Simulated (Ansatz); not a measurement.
# Pd (Fm-3m) in Ansatz: further runs

One crystal, Pd, is run at these levels: BHLYP; tasks: single point, equation of state.

Program: Ansatz 0.2.0. These are calculated values, not measurements. Logs are shortened: lines on timing, memory, paths and dates and some standing lists are left out, and cuts for length are marked.

**1. The crystal as given**

Symmetry: Fm-3m, No. 225, cubic system. Conventional cell: a = 3.893 Å, b = 3.893 Å, c = 3.893 Å, α = 90.00°, β = 90.00°, γ = 90.00°. Around Pd (site symmetry m-3m) lie 12 Pd at 2.75 Å.

**2. Single point, BHLYP, 13.87 Å³/atom (volume scaled by 0.94)**

input.yaml

```yaml
crystal:
  lattice:
    - [0.0, 1.9067643606, 1.9067643606]
    - [1.9067643606, 0.0, 1.9067643606]
    - [1.9067643606, 1.9067643606, 0.0]
  atoms:
    - { symbol: Pd, position: [0.0, 0.0, 0.0] }
hamiltonian:
  xc: { name: BHLYP }
  pseudopotentials: { kind: paw }
kpoints:
  mp_grid: { grid: [6, 6, 6] }
scf:
  occupations: { method: fermi_dirac, width: 0.05 }
output:
  forces: true
  stress: true
  eigenvalues: true
```

Potentials or basis: Ansatz PAW.

Run with:

```
$ ansatz run input.yaml --threads 2 --pin off --max-ram 5632MiB --backend cpu --events-out ev --progress --plain --runs-dir out
```

The program printed:

```text
Warning: output.stress: scf.convergence.dr2_threshold = 1e-7 eV (the SCF's general default) is looser than the 1e-10 eV advised for a printed stress (1e-10 eV for each atom of the cell: 1). What an SCF threshold leaves in a stress goes as its square root, and in the free energy as the threshold itself, and one threshold admits the most on a small cell: of the crystals measured, under no hybrid functional and no lock of the moments, on runs that ended without the residual-converged pass, on stresses that held no estimate of that error, the worst erred by over 100 MPa in a component at 1e-7 eV an atom and by under 5 at 1e-10. Set scf.convergence.dr2_threshold to 1e-10 eV or tighter. The threshold is an SCF's pass mark: one that does not reach it within its budget of iterations ends unconverged, or closes short of it on a stop that the run arms, and scf.convergence.dr2_threshold's page says what that costs each kind of run
Warning: output.stress: scf.exx.energy_threshold = 1e-6 eV is looser than the 1e-8 eV advised for a stress under a hybrid functional (1e-8 eV for each atom of the cell: 1). Every SCF of the exchange loop can meet its threshold on dr2 while the loop round them stops early: no threshold on dr2 bounds what that leaves in the stress. Set scf.exx.energy_threshold to 1e-8 eV or tighter. The threshold is the loop's pass mark: a loop that does not reach it within its budget of cycles ends unconverged, and scf.exx.energy_threshold's page has the law
Warning: RAYON_NUM_THREADS=2 ignored (pool sized by the plan → 2); use --threads N
Engine: ansatz 0.2.0, x86_64-unknown-linux-gnu
Pseudopotentials: kind: paw
Pseudopotential: Pd, paw, valence charge 18, recommended cutoff 420 eV (normal), Pd.paw.azcp
Functional definition: BHLYP
  parameter a = 0.5
  exchange = (1 - a)*b88_x + a*exact_x
  correlation = lyp_c
Crystal: 1 atoms, lattice volume = 13.865 Å³
Basis set: ecut = 420 eV, 283 PW (Γ), exchange–correlation on 40×40×40 points (8 copies of the dense FFT grid, shifted against one another)
Bands: 13, of which v1, the nominal top of the filled ones, is band 9 counted from 1 (8 counted from 0)
Symmetry: 48 space group operations
Space group: Fm-3m (ITA 225), of the structure as read, at distance tolerance 2.4e-5 Å
k-points: 16 of 216
Non-local potential: Pd, projectors of the file, l = 0: 2, l = 1: 2, l = 2: 2, l = 3: 1
PAW form: soft (Blöchl's): semilocal exchange-correlation on the pseudo side does not see the compensation charge
PAW frozen core: Pd, regenerated for the run's functional, and the local potential with it (the file was generated under x = pbe(κ = 0.804, μ = 0.2195149727645171), c = pbe(β = 0.06672455060314922))
PAW one-centre angular grid: Pd, 590 points (default); XC on 64 Gauss nodes
Initial density: superposition of atomic densities (neutral atoms: chi_scale 0, normalization atom), corrected by the library's trained network
Initial wavefunctions: pseudopotential atomic-orbital guess
Functional: x = b88, c = lyp, warm-up for x = 0.5 b88 + 0.5 exact, c = lyp
SCF iter   1: F=—  HF=-6987.382099 eV  |F-HF|=—  |Δ(HF+E_count)|=         —  Δρ=7.09e-3  dr2=5.46e-3  ethr=1.77e-3  ⟨swp⟩=7.1  Hψ=906  notcnv=0
preconditioner: auto → none  [metal: Δε(μ)=0.048 eV  Ē_g=15.104 eV  σ=0.050 eV  W_gap=0.23  n_scr=0 (ndim 8)  ℏωp=31.5 eV  f_vac=0.000  D(μ)=2.18/eV (n_scr^D=26)]
SCF iter   2: F=—  HF=-6987.382197 eV  |F-HF|=—  |Δ(HF+E_count)|=   9.82e-5  Δρ=3.81e-3  dr2=7.36e-4  ethr=3.04e-5  ⟨swp⟩=3.1  Hψ=491  notcnv=0
SCF iter   3: F=—  HF=-6987.382315 eV  |F-HF|=—  |Δ(HF+E_count)|=   1.18e-4  Δρ=1.62e-3  dr2=2.16e-4  ethr=4.09e-6  ⟨swp⟩=3.0  Hψ=457  notcnv=0
iter 4 solved again at ethr=2.57e-9 eV; its pass at ethr=1.20e-6 eV (dr2=4.62e-7 eV) is discarded
SCF iter   4: F=—  HF=-6987.382377 eV  |F-HF|=—  |Δ(HF+E_count)|=   6.23e-5  Δρ=1.31e-4  dr2=5.03e-7  ethr=2.57e-9  ⟨swp⟩=3.2  Hψ=821  notcnv=0
SCF iter   5: F=—  HF=-6987.382378 eV  |F-HF|=—  |Δ(HF+E_count)|=   6.29e-7  Δρ=7.40e-6  dr2=3.91e-9  ethr=2.57e-9  ⟨swp⟩=3.0  Hψ=430  notcnv=0
SCF iter   6: F=-6987.382378 eV  HF=-6987.382378 eV  |F-HF|=1.23e-10  |Δ(HF+E_count)|=   1.21e-9  Δρ=1.08e-6  dr2=3.43e-11  ethr=2.17e-11  ⟨swp⟩=3.0  Hψ=496  notcnv=0
SCF 1 converged in 6 iterations: F = -6987.382378 eV  dr2 = 3.43e-11
Initial density: handed on by an earlier stage of this run
Initial wavefunctions: those handed on with the density
Functional: x = 0.5 b88 + 0.5 exact, c = lyp
Frozen-core exchange: fock
iter 1 solved again at ethr=1.67e-4 eV; its pass at ethr=1.00e-1 eV (dr2=3.01e-2 eV) is discarded
SCF iter   1: F=—  HF=-6982.059864 eV  |F-HF|=—  |Δ(HF+E_count)|=         —  Δρ=2.05e-2  dr2=1.64e-1  ethr=1.67e-4  ⟨swp⟩=3.6  Hψ=886  notcnv=0
preconditioner: auto → none  [insulator: Δε(μ)=0.265 eV  Ē_g=20.207 eV  σ=0.050 eV  W_gap=0.74  n_scr=0 (ndim 8)  ℏωp=31.5 eV  f_vac=0.000  D(μ)=1.03/eV (n_scr^D=14)]
SCF iter   2: F=—  HF=-6982.048261 eV  |F-HF|=—  |Δ(HF+E_count)|=   1.16e-2  Δρ=9.81e-3  dr2=2.90e-2  ethr=1.67e-4  ⟨swp⟩=3.0  Hψ=472  notcnv=0
SCF iter   3: F=—  HF=-6982.045983 eV  |F-HF|=—  |Δ(HF+E_count)|=   2.28e-3  Δρ=4.06e-3  dr2=4.53e-2  ethr=2.68e-5  ⟨swp⟩=3.0  Hψ=499  notcnv=0
SCF iter   4: F=—  HF=-6982.045619 eV  |F-HF|=—  |Δ(HF+E_count)|=   3.63e-4  Δρ=1.74e-3  dr2=3.87e-2  ethr=4.40e-6  ⟨swp⟩=2.0  Hψ=355  notcnv=0
SCF iter   5: F=—  HF=-6982.045542 eV  |F-HF|=—  |Δ(HF+E_count)|=   7.72e-5  Δρ=3.70e-4  dr2=6.57e-6  ethr=8.01e-7  ⟨swp⟩=2.0  Hψ=355  notcnv=0
SCF iter   6: F=-6982.045538 eV  HF=-6982.045539 eV  |F-HF|=6.32e-8  |Δ(HF+E_count)|=   3.63e-6  Δρ=4.04e-5  dr2=7.87e-8  ethr=3.65e-8  ⟨swp⟩=2.0  Hψ=361  notcnv=0
SCF 2 converged in 6 iterations: F = -6982.045538 eV  dr2 = 7.87e-8
hybrid outer 1: dexx = +4.439e-2 eV, tail = 8.02e-2 eV
Frozen-core exchange: fock
[... 16 lines left out ...]
SCF 4 stopped early in 3 iterations: F = -6982.134667 eV  dr2 = 1.38e-4
hybrid outer 3: dexx = +1.330e-3 eV, tail = 6.04e-3 eV, Δε = 8.65e-1 eV (about 3.32e-1 eV left of the loop's levels)
Frozen-core exchange: fock
SCF iter   1: F=—  HF=-6982.134676 eV  |F-HF|=—  |Δ(HF+E_count)|=         —  Δρ=3.55e-4  dr2=2.87e-5  ethr=7.88e-6  ⟨swp⟩=2.1  Hψ=417  notcnv=0
preconditioner: auto → none  [insulator: Δε(μ)=0.605 eV  Ē_g=20.183 eV  σ=0.050 eV  W_gap=0.71  n_scr=0 (ndim 8)  ℏωp=31.5 eV  f_vac=0.000  D(μ)=0.92/eV (n_scr^D=14)]
SCF iter   2: F=—  HF=-6982.134673 eV  |F-HF|=—  |Δ(HF+E_count)|=   3.26e-6  Δρ=4.35e-5  dr2=2.00e-5  ethr=4.17e-8  ⟨swp⟩=3.0  Hψ=419  notcnv=0
SCF iter   3: F=—  HF=-6982.134869 eV  |F-HF|=—  |Δ(HF+E_count)|=   1.96e-4  Δρ=1.58e-4  dr2=3.06e-6  ethr=3.53e-10  ⟨swp⟩=4.0  Hψ=673  notcnv=0
SCF iter   4: F=—  HF=-6982.134868 eV  |F-HF|=—  |Δ(HF+E_count)|=   4.51e-7  Δρ=2.87e-5  dr2=2.01e-6  ethr=3.53e-10  ⟨swp⟩=4.0  Hψ=544  notcnv=0
SCF iter   5: F=—  HF=-6982.134868 eV  |F-HF|=—  |Δ(HF+E_count)|=   4.01e-8  Δρ=3.49e-6  dr2=1.91e-6  ethr=3.53e-10  ⟨swp⟩=3.0  Hψ=448  notcnv=0
SCF iter   6: F=—  HF=-6982.134874 eV  |F-HF|=—  |Δ(HF+E_count)|=   5.87e-6  Δρ=6.52e-5  dr2=5.51e-7  ethr=7.56e-12  ⟨swp⟩=4.9  Hψ=748  notcnv=0
SCF iter   7: F=—  HF=-6982.134874 eV  |F-HF|=—  |Δ(HF+E_count)|=   4.97e-8  Δρ=1.11e-5  dr2=4.53e-7  ethr=7.56e-12  ⟨swp⟩=3.4  Hψ=509  notcnv=0
Mixer restart at iter 7: flushing history
SCF iter   8: F=—  HF=-6982.134875 eV  |F-HF|=—  |Δ(HF+E_count)|=   1.28e-6  Δρ=3.32e-5  dr2=1.34e-7  ethr=7.56e-12  ⟨swp⟩=4.2  Hψ=599  notcnv=0
SCF iter   9: F=—  HF=-6982.134876 eV  |F-HF|=—  |Δ(HF+E_count)|=   3.01e-7  Δρ=2.09e-5  dr2=3.44e-8  ethr=7.56e-12  ⟨swp⟩=4.0  Hψ=578  notcnv=0
SCF iter  10: F=-6982.134876 eV  HF=-6982.134876 eV  |F-HF|=2.09e-11  |Δ(HF+E_count)|=   8.57e-8  Δρ=6.79e-7  dr2=6.62e-11  ethr=7.56e-12  ⟨swp⟩=4.1  Hψ=566  notcnv=0
SCF 5 converged in 10 iterations: F = -6982.134876 eV  dr2 = 6.62e-11
  Residual-converged pass: ⟨swp⟩=1.9  Hψ=279  notcnv=0  max |occ|·‖R‖ = 2.4e-6 eV (tolerance 2.4e-6 eV)  dr2=6.62e-11  dr2_onsite=2.18e-12  max |Δocc| = 5.5e-18
hybrid outer 4: dexx = +6.451e-5 eV, tail = 2.37e-6 eV, Δε = 2.20e-2 eV (about 4.29e-3 eV left of the loop's levels)
Frozen-core exchange: fock
SCF iter   1: F=—  HF=-6982.134876 eV  |F-HF|=—  |Δ(HF+E_count)|=         —  Δρ=4.95e-6  dr2=1.26e-9  ethr=5.39e-9  ⟨swp⟩=3.2  Hψ=515  notcnv=0
preconditioner: auto → none  [insulator: Δε(μ)=0.602 eV  Ē_g=20.181 eV  σ=0.050 eV  W_gap=0.71  n_scr=0 (ndim 8)  ℏωp=31.5 eV  f_vac=0.000  D(μ)=0.92/eV (n_scr^D=14)]
SCF iter   2: F=-6982.134876 eV  HF=-6982.134876 eV  |F-HF|=1.36e-11  |Δ(HF+E_count)|=   5.15e-9  Δρ=2.27e-6  dr2=1.89e-10  ethr=3.77e-12  ⟨swp⟩=3.5  Hψ=516  notcnv=0
SCF 6 converged in 2 iterations: F = -6982.134876 eV  dr2 = 1.89e-10
  Residual-converged pass: ⟨swp⟩=1.9  Hψ=312  notcnv=0  max |occ|·‖R‖ = 2.4e-6 eV (tolerance 2.4e-6 eV)  dr2=1.89e-10  dr2_onsite=1.54e-11  max |Δocc| = 8.9e-18
hybrid outer 5: dexx = +5.629e-9 eV, tail = 1.31e-9 eV, Δε = 2.62e-4 eV (about 4.08e-5 eV left of the loop's levels), ΔF = 3.22e-30 eV/Å (tail 2.79e-30)
hybrid SCF converged: 5 outer / 27 inner (+6 warm-up), last move |dexx| = 5.63e-9 eV, tail = 1.31e-9 eV
Stability not checked: this state was not tested for a lower state beside it, because the functional holds exact exchange (a hybrid, or Hartree-Fock), whose exchange loop this test does not read (fock_operator; see scf.lower_state_search)
Free energy (F): -6982.134876 eV
Frozen-core exchange: fock
Harris-Foulkes:  -6982.134876 eV  (|F-HF|=1.27e-11)
Internal energy: -6982.128165 eV  (E = F + TS)
E sigma→0 (E₀):  -6982.131521 eV
Entropy (-TS):   -0.006711 eV (-6.711 meV/atom)
Fermi energy:    20.299235 eV
--- Per-component energies (eV) ---
  E_band       = -203.840992
  E_kinetic    = 519.799857
  E_local      = -1669.291247  (includes V_loc(G=0)·N_el)
  E_nonlocal   = 216.097944
  E_hartree    = 687.608446
  E_xc         = -89.461680
  E_vxc        = -111.599917  (∫ρ·V_xc dr)
  E_exx        = -157.061746  (= α·E_x^exact, valence–valence)
  E_paw        = -3684.263092  (= ΣΔE_a)
  E_vpaw       = -219.941038  (= ΣTr[D̂ρ^β])
  E_aug_tail   = 0.000226  (compensation charges beyond the density's cutoff)
  E_ewald      = -2804.568605
  E_core_change = -0.988268  (= ΣΔE_core)
  E_smearing   = -0.006711  (= −TS)
  E_closure    = -0.000000  (closes the sum)
  Σ components = -6982.134876   (vs F -6982.134876, Δ=0.00e0)
--- Forces (eV/Å), atoms counted from 1 ---
  atom   1  Pd     0.00000000    -0.00000000     0.00000000
  max |Σ_I F_I| component: 3.16e-30 eV/Å
--- Stress (GPa, compression-positive) ---
       21.121329       0.000000       0.000000
        0.000000      21.121329       0.000000
        0.000000      -0.000000      21.121329
  P = ⅓ Tr σ = 21.1213 GPa (211.213 kbar)
--- Band table (eV; the first three rows and the last of 16) ---
  k-point 0: bands = ["-73.2584", "-35.9131", "-35.9131", "-35.9131", "11.5821", "15.4453", "15.4453", "15.4453", "17.0880", "17.0880", "41.5239", "46.8683", "46.8683"]
  k-point 1: bands = ["-73.2359", "-36.0930", "-35.9408", "-35.9408", "12.7072", "15.3045", "15.7562", "15.7562", "17.0921", "17.0921", "42.3675", "43.1232", "48.3075"]
  k-point 2: bands = ["-73.1868", "-36.4386", "-35.9976", "-35.9976", "13.0201", "15.4543", "15.4543", "18.4617", "18.4617", "18.6122", "36.6834", "42.0615", "48.6849"]
  k-point 15: bands = ["-73.1336", "-36.4794", "-36.2895", "-36.1931", "13.0003", "13.6810", "17.0178", "17.6960", "21.4962", "30.9288", "35.6384", "35.9359", "36.8608"]
```

Run time: 9.3 s. Hardware: 2 threads of Intel Xeon Platinum 8259CL at 2.50GHz (Skylake/Cascade Lake), shared host; peak memory 0.59 GiB.

Results:

* Free energy: -6982.1349 eV
* Pressure: 21.1 GPa
* Band gap on the k mesh: none (metal or under the smearing width)

Caveat: the k mesh is coarse (spacing up to 0.48 Å⁻¹), so the values aren't converged, least of all with exact exchange; the pressure holds a Pulay correction of +0.7 GPa for the finite cutoff; the PAW data sets come from PBE, with cores solved anew for the run's functional, which leaves a small shift of forces and pressure; the thresholds are loose for stress.

**3. Single point, BHLYP, 14.16 Å³/atom (volume scaled by 0.96)**

input.yaml

```yaml
crystal:
  lattice:
    - [0.0, 1.9201927211, 1.9201927211]
    - [1.9201927211, 0.0, 1.9201927211]
    - [1.9201927211, 1.9201927211, 0.0]
  atoms:
    - { symbol: Pd, position: [0.0, 0.0, 0.0] }
hamiltonian:
  xc: { name: BHLYP }
  pseudopotentials: { kind: paw }
kpoints:
  mp_grid: { grid: [6, 6, 6] }
scf:
  occupations: { method: fermi_dirac, width: 0.05 }
output:
  forces: true
  stress: true
  eigenvalues: true
  write_density: true
  write_potential: true
  elf: true
  volumetric_format: npy
```

Potentials or basis: Ansatz PAW.

Run with:

```
$ ansatz run input.yaml --threads 2 --pin off --max-ram 5632MiB --backend cpu --events-out ev --progress --plain --runs-dir out
```

It took 8.8 s on 2 threads of Intel Xeon Platinum 8259CL at 2.50GHz (Skylake/Cascade Lake), shared host; peak memory 0.59 GiB.

The run converged. Its results:

```yaml
Free_energy: -6982.1685 eV
Pressure: 15.7 GPa
Band_gap_on_the_k_mesh: none (metal or under the smearing width)
```

Caveat: the k mesh is coarse (spacing up to 0.47 Å⁻¹), so the values aren't converged, least of all with exact exchange; the pressure holds a Pulay correction of +0.7 GPa for the finite cutoff; the PAW data sets come from PBE, with cores solved anew for the run's functional, which leaves a small shift of forces and pressure; the thresholds are loose for stress.

**4. Single point, BHLYP, 14.46 Å³/atom (volume scaled by 0.98)**

input.yaml

```yaml
crystal:
  lattice:
    - [0.0, 1.933435848, 1.933435848]
    - [1.933435848, 0.0, 1.933435848]
    - [1.933435848, 1.933435848, 0.0]
  atoms:
    - { symbol: Pd, position: [0.0, 0.0, 0.0] }
hamiltonian:
  xc: { name: BHLYP }
  pseudopotentials: { kind: paw }
kpoints:
  mp_grid: { grid: [6, 6, 6] }
scf:
  occupations: { method: fermi_dirac, width: 0.05 }
output:
  forces: true
  stress: true
  eigenvalues: true
```

Run with:

```
$ ansatz run input.yaml --threads 2 --pin off --max-ram 5632MiB --backend cpu --events-out ev --progress --plain --runs-dir out
```

Run time: 8.3 s. Hardware: 2 threads of Intel Xeon Platinum 8259CL at 2.50GHz (Skylake/Cascade Lake), shared host; peak memory 0.6 GiB.

It converged, with:

```
Free energy            : -6982.1932 eV
Pressure               : 10.9 GPa
Band gap on the k mesh : none (metal or under the smearing width)
```

Caveat: the k mesh is coarse (spacing up to 0.47 Å⁻¹), so the values aren't converged, least of all with exact exchange; the pressure holds a Pulay correction of +0.7 GPa for the finite cutoff; the PAW data sets come from PBE, with cores solved anew for the run's functional, which leaves a small shift of forces and pressure; the thresholds are loose for stress.

**5. Single point, BHLYP, 14.75 Å³/atom**

Edit input.yaml of step 4 so:

```diff
@@ -2,5 +2,5 @@
   lattice:
-    - [0.0, 1.933435848, 1.933435848]
-    - [1.933435848, 0.0, 1.933435848]
-    - [1.933435848, 1.933435848, 0.0]
+    - [0.0, 1.9465, 1.9465]
+    - [1.9465, 0.0, 1.9465]
+    - [1.9465, 1.9465, 0.0]
   atoms:
@@ -18 +18,5 @@
   eigenvalues: true
+  write_density: true
+  write_potential: true
+  elf: true
+  volumetric_format: npy
```

Run with:

```
$ ansatz run input.yaml --threads 2 --pin off --max-ram 5632MiB --backend cpu --events-out ev --progress --plain --runs-dir out
```

Wall time 10 s (2 threads of Intel Xeon Platinum 8259CL at 2.50GHz (Skylake/Cascade Lake), shared host); peak memory 0.6 GiB.

The run converged. Its results:

```yaml
Free_energy: -6982.2093 eV
Pressure: 6.7 GPa
Band_gap_on_the_k_mesh: none (metal or under the smearing width)
```

Caveat: the k mesh is coarse (spacing up to 0.47 Å⁻¹), so the values aren't converged, least of all with exact exchange; the pressure holds a Pulay correction of +0.6 GPa for the finite cutoff; the PAW data sets come from PBE, with cores solved anew for the run's functional, which leaves a small shift of forces and pressure; the thresholds are loose for stress.

**6. Single point, BHLYP, 15.05 Å³/atom (volume scaled by 1.02)**

input.yaml

```yaml
crystal:
  lattice:
    - [0.0, 1.9593911042, 1.9593911042]
    - [1.9593911042, 0.0, 1.9593911042]
    - [1.9593911042, 1.9593911042, 0.0]
  atoms:
    - { symbol: Pd, position: [0.0, 0.0, 0.0] }
hamiltonian:
  xc: { name: BHLYP }
  pseudopotentials: { kind: paw }
kpoints:
  mp_grid: { grid: [6, 6, 6] }
scf:
  occupations: { method: fermi_dirac, width: 0.05 }
output:
  forces: true
  stress: true
  eigenvalues: true
```

Potentials or basis: Ansatz PAW.

Run with:

```
$ ansatz run input.yaml --threads 2 --pin off --max-ram 5632MiB --backend cpu --events-out ev --progress --plain --runs-dir out
```

Run time: 10 s. Hardware: 2 threads of Intel Xeon Platinum 8259CL at 2.50GHz (Skylake/Cascade Lake), shared host; peak memory 0.59 GiB.

It converged, with:

```
Free energy            : -6982.2181 eV
Pressure               : 3.0 GPa
Band gap on the k mesh : none (metal or under the smearing width)
```

Caveat: the k mesh is coarse (spacing up to 0.46 Å⁻¹), so the values aren't converged, least of all with exact exchange; the pressure holds a Pulay correction of +0.6 GPa for the finite cutoff; the PAW data sets come from PBE, with cores solved anew for the run's functional, which leaves a small shift of forces and pressure; the thresholds are loose for stress.

**7. Single point, BHLYP, 15.34 Å³/atom (volume scaled by 1.04)**

Edit input.yaml of step 6 so:

```diff
@@ -2,5 +2,5 @@
   lattice:
-    - [0.0, 1.9593911042, 1.9593911042]
-    - [1.9593911042, 0.0, 1.9593911042]
-    - [1.9593911042, 1.9593911042, 0.0]
+    - [0.0, 1.9721147795, 1.9721147795]
+    - [1.9721147795, 0.0, 1.9721147795]
+    - [1.9721147795, 1.9721147795, 0.0]
   atoms:
```

Run with:

```
$ ansatz run input.yaml --threads 2 --pin off --max-ram 5632MiB --backend cpu --events-out ev --progress --plain --runs-dir out
```

It took 10 s on 2 threads of Intel Xeon Platinum 8259CL at 2.50GHz (Skylake/Cascade Lake), shared host; peak memory 0.6 GiB.

It converged, with:

| Property | Result |
| --- | --- |
| Free energy | -6982.2208 eV |
| Pressure | -0.3 GPa |
| Band gap on the k mesh | none (metal or under the smearing width) |

Caveat: the k mesh is coarse (spacing up to 0.46 Å⁻¹), so the values aren't converged, least of all with exact exchange; the pressure holds a Pulay correction of +0.6 GPa for the finite cutoff; the PAW data sets come from PBE, with cores solved anew for the run's functional, which leaves a small shift of forces and pressure; the thresholds are loose for stress.

**8. Single point, BHLYP, 15.64 Å³/atom (volume scaled by 1.06)**

Edit input.yaml of step 7 so:

```diff
@@ -2,5 +2,5 @@
   lattice:
-    - [0.0, 1.9721147795, 1.9721147795]
-    - [1.9721147795, 0.0, 1.9721147795]
-    - [1.9721147795, 1.9721147795, 0.0]
+    - [0.0, 1.9846763588, 1.9846763588]
+    - [1.9846763588, 0.0, 1.9846763588]
+    - [1.9846763588, 1.9846763588, 0.0]
   atoms:
```

Run with:

```
$ ansatz run input.yaml --threads 2 --pin off --max-ram 5632MiB --backend cpu --events-out ev --progress --plain --runs-dir out
```

Wall time 9.8 s (2 threads of Intel Xeon Platinum 8259CL at 2.50GHz (Skylake/Cascade Lake), shared host); peak memory 0.6 GiB.

It converged, with:

* Free energy: -6982.2177 eV
* Pressure: -3.1 GPa
* Band gap on the k mesh: none (metal or under the smearing width)

Caveat: the k mesh is coarse (spacing up to 0.46 Å⁻¹), so the values aren't converged, least of all with exact exchange; the pressure holds a Pulay correction of +0.6 GPa for the finite cutoff; the PAW data sets come from PBE, with cores solved anew for the run's functional, which leaves a small shift of forces and pressure; the thresholds are loose for stress.

**9. Equation of state, BHLYP**

Potentials or basis: Ansatz PAW.

This step only gathers the single runs of the series.

What came out:

```
Equilibrium volume                      : 15.32 Å³/atom
Bulk modulus                            : 159 GPa
Pressure derivative of the bulk modulus : 5.7 (rough: it moves with the points fitted)
```

Energy against volume, from the lowest point:
| volume (Å³/atom) | energy (meV/atom) |
| --- | --- |
| 13.865 | 85.92 |
| 14.160 | 52.29 |
| 14.455 | 27.56 |
| 14.750 | 11.53 |
| 15.045 | 2.72 |
| 15.340 | 0.00 |
| 15.635 | 3.13 |

Caveat: the k mesh is coarse (spacing up to 0.47 Å⁻¹), so the values aren't converged, least of all with exact exchange; the potentials were made for another functional, which shifts forces and pressure.
